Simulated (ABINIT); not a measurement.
Set up this calculation in ABINIT 10.8.3 (patched build), as the native input.

* Task: equation of state
* Functional: LDA
* Potentials or basis: JTH PAW LDA v2.0
* Cutoff: 1116 eV
* k mesh: 11 × 11 × 11
* Occupations: fermi-dirac, width 0.05 eV
* Spin: collinear spin, ferromagnetic start
* Starting moments: [1.0] μB
* Fine-grid cutoff: 1714.32 eV

The system is Ni.

```
Ni
1.0
     0.00000    1.73757    1.73757
     1.73757    0.00000    1.73757
     1.73757    1.73757    0.00000
Ni
1
Direct
  0.00000 0.00000 0.00000
```

The input as run:

run.abi

```
ndtset 7
getwfk -1
scalecart1 3*0.9795861087
scalecart2 3*0.9864848297
scalecart3 3*0.9932883884
scalecart4 3*1.0000000000
scalecart5 3*1.0066227096
scalecart6 3*1.0131594038
scalecart7 3*1.0196128224

pp_dirpath "./"
pseudos "Ni.LDA_PW-JTH.xml"

acell 2.4572992075 2.4572992075 2.4572992075 Angstrom
rprim
     0.0000000000     0.7071067812     0.7071067812
     0.7071067812     0.0000000000     0.7071067812
     0.7071067812     0.7071067812     0.0000000000
ntypat 1
znucl 28
natom 1
typat 1
xred
     0.0000000000     0.0000000000     0.0000000000

ecut 41.0
pawecutdg 63.0

kptopt 1
ngkpt 11 11 11
nshiftk 1
shiftk 0.0 0.0 0.0

ixc 7

nband 14
occopt 3
tsmear 0.05 eV

nsppol 2
spinat
     0.0000000000     0.0000000000     1.0000000000

nstep 100
tolvrs 1.0e-9

iomode 3
prtwf 1
prtden 0
prteig 0
prtebands 0
enunit 2
```

Potentials or basis: JTH PAW LDA v2.0.

Command:

```bash
$ abinit run.abi > log 2>&1
```

It gave:

```
Equilibrium volume                      : 10.08 Å³/atom
Bulk modulus                            : 256 GPa
Pressure derivative of the bulk modulus : 5.1
```

Caveat: pressures at fixed basis lie under the slope of the energies.

It took 9.4 min on 1 thread of AMD EPYC 7R43 64-Core Processor (Zen 3), on a shared host, peak memory 0.14 GiB.
